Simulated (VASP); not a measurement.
Hf, 2 atoms in the cell. The structure is hexagonal, space group P6_3/mmc (No. 194). The conventional cell has a = 3.197 Å, b = 3.197 Å, c = 5.058 Å, α = 90.00°, β = 90.00°, γ = 120.00°. Hf (site symmetry -6m2) is surrounded by 12 Hf at 3.13 to 3.20 Å. 

- Program: VASP 6.6.1
- Task: single point
- Functional: PBE
- Potentials or basis: VASP PAW PBE potentials, release 64 (Hf_sv_GW)
- Cutoff: 550 eV
- k mesh: 10 × 10 × 5
- Occupations: gaussian, width 0.1 eV
- Spin: no spin polarisation
- Further INCAR settings: ALGO = Normal; EDIFF = 1.00e-06

Potentials or basis: VASP PAW PBE potentials, release 64 (Hf_sv_GW).

Command:

```console
$ python run.py
```

Hardware: 1 thread of AMD EPYC 7R13 Processor (Zen 3) (shared host).

Problem. Estimate the wall time of this run.

Solution. It took 43 s on 1 thread of AMD EPYC 7R13 Processor (Zen 3), on a shared host, peak memory 0.15 GiB. Counts: scf iterations 13, k points 42.
